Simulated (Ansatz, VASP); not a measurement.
One calculation of Ag, two programs

```
CELL_PARAMETERS angstrom
2.70329 0.00000 0.00000
0.00000 2.70329 0.00000
0.00000 0.00000 2.70329
ATOMIC_POSITIONS crystal
Ag 0.00000 0.00000 0.00000
```

Alike in both runs: task single point; functional BLYP; k mesh 13 × 13 × 13; occupations fermi-dirac, width 0.1 eV; no spin polarisation.

|  | VASP | Ansatz |
| --- | --- | --- |
| version | VASP 6.6.1 | Ansatz 0.2.0 |
| potentials or method | VASP PAW PBE potentials, release 64 (Ag) | plane waves (420 eV) with PAW, scalar-relativistic |
| plane-wave cutoff (eV) | 520 | 420 |
| valence electrons in the cell | 11 | 19 |

```tsv
	VASP	Ansatz	Ansatz less VASP
pressure (GPa)	9.5	9.4	-0.12
```

The functional is the same, so the differences come from potentials, cutoffs and numerics. The two sets of potentials don't hold the same shells in valence.

Caveats: the PAW data sets were made with another functional, which shifts forces and pressure a little (VASP).
